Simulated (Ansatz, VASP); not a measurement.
## Ru: VASP beside Ansatz

Contents of POSCAR:

```
Ru
1.0
    2.7028907931      0.0000000000      0.0000000000
   -1.3514453966      2.3407720905      0.0000000000
    0.0000000000      0.0000000000     11.1075000000
Ru
3
Direct
    0.0000000000      0.0000000000      0.3151033582
    0.3333333333      0.6666666667      0.5000000487
    0.0000000000      0.0000000000      0.6848966418
```

Contents of INCAR.step1:

```
SYSTEM = Ru
PREC     = Accurate       ! precision mode
ENCUT    = 520            ! plane-wave cutoff, eV
ISMEAR   = -1             ! smearing method
SIGMA    = 0.05           ! smearing width, eV
LREAL    = .False.        ! projectors in reciprocal space
LASPH    = .True.         ! aspherical terms in the spheres
NELM     = 100            ! most SCF steps
LDIPOL   = .True.       
IDIPOL   = 3            
DIPOL    = 0.5 0.5 0.500
NBANDS   = 28             ! bands
GGA      = PE             ! functional
ALGO     = Normal         ! electronic algorithm
EDIFF    = 1E-4           ! SCF threshold, eV
LWAVE    = .True.         ! write WAVECAR
LCHARG   = .False.        ! write CHGCAR
```

INCAR.step2

```
SYSTEM = Ru
PREC     = Accurate       ! precision mode
ENCUT    = 520            ! plane-wave cutoff, eV
EDIFF    = 1E-6           ! SCF threshold, eV
ISMEAR   = -1             ! smearing method
SIGMA    = 0.05           ! smearing width, eV
LREAL    = .False.        ! projectors in reciprocal space
LASPH    = .True.         ! aspherical terms in the spheres
NELM     = 100            ! most SCF steps
ALGO     = Normal         ! electronic algorithm
ISIF     = 2              ! what is computed and relaxed
LWAVE    = .False.        ! write WAVECAR
LCHARG   = .False.        ! write CHGCAR
LDIPOL   = .True.       
IDIPOL   = 3            
DIPOL    = 0.5 0.5 0.500
METAGGA  = R2SCAN         ! meta-GGA
LMIXTAU  = .True.       
NBANDS   = 28             ! bands
ISTART   = 1
```

KPOINTS

```
regular mesh
0
Gamma
  15 15 1
  0 0 0
```

Input for Ansatz:

```yaml
crystal:
  lattice:
    - [2.7028907931, 0.0, 0.0]
    - [-1.3514453966, 2.3407720905, 0.0]
    - [0.0, 0.0, 11.1075]
  atoms:
    - { symbol: Ru, position: [0.0, 0.0, 0.3151033582] }
    - { symbol: Ru, position: [0.3333333333, 0.6666666667, 0.5000000487] }
    - { symbol: Ru, position: [0.0, 0.0, 0.6848966418] }
kpoints:
  mp_grid: { grid: [15, 15, 1] }
scf:
  occupations: { method: fermi_dirac, width: 0.05 }
hamiltonian:
  xc: r2scan
  pseudopotentials: { kind: paw }
output:
  forces: true
  stress: true
  eigenvalues: true
efield:
  axis: 3
  amplitude: 0
  dipole_correction: true
```

Alike in both runs: task single point; functional r2SCAN; k mesh 15 × 15 × 1; occupations fermi-dirac, width 0.05 eV; no spin polarisation.

|  | VASP | Ansatz |
| --- | --- | --- |
| version | VASP 6.6.1 | Ansatz 0.2.0 |
| potentials or method | VASP PAW PBE potentials, release 64 (Ru_pv) | PAW with Ansatz's default frozen-core files, scalar-relativistic |
| plane-wave cutoff (eV) | 520 | 500 |
| valence electrons in the cell | 42 | 48 |

|  | VASP | Ansatz | Ansatz less VASP |
| --- | --- | --- | --- |
| rms of the force components (eV/Å) | 0.050 | 0.004 | -0.0457 |

Atom by atom the forces differ by 0.046 eV/Å (rms over components). The two sets of potentials don't hold the same shells in valence. Ansatz warned: «vacuum_density_over_bound».

Caveats: the PAW data sets were made with another functional, which shifts forces and pressure a little (VASP).
